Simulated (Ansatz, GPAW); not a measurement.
# One calculation of LiCl, 3 ways

```
Cl Li
1.0
     0.00000    2.56477    2.56477
     2.56477    0.00000    2.56477
     2.56477    2.56477    0.00000
Cl Li
1 1
Cartesian
  2.5648 2.5648 2.5648
  0.0000 0.0000 0.0000
```

Alike in all runs: task single point; functional PBE; k mesh 9 × 9 × 9; occupations gaussian, width 0.011 eV; no spin polarisation; no spin-orbit coupling. Pressure is positive in compression and, in plane waves, holds the error of the finite cutoff, which Ansatz's Pulay term estimates and takes out.

```tsv
program and potentials	plane-wave cutoff (eV)	notes	pressure (GPa)
Ansatz, Ansatz PAW	420	5 valence electrons an atom on average	0.40
GPAW, GPAW PAW data sets (gpaw-data 1.2.1)	800	4 valence electrons an atom on average	0.51
Ansatz, all-electron LAPW, scalar-relativistic	-	-	0.40
```

The pressure spans 0.40 (Ansatz, Ansatz PAW) to 0.51 GPa (GPAW, GPAW PAW data sets (gpaw-data 1.2.1)), with all-electron results at 0.40.

Differences between rows come from potentials, basis sets and numerical settings, since the functional is the same but for its coding. Runs on potential files found faulty are left out.
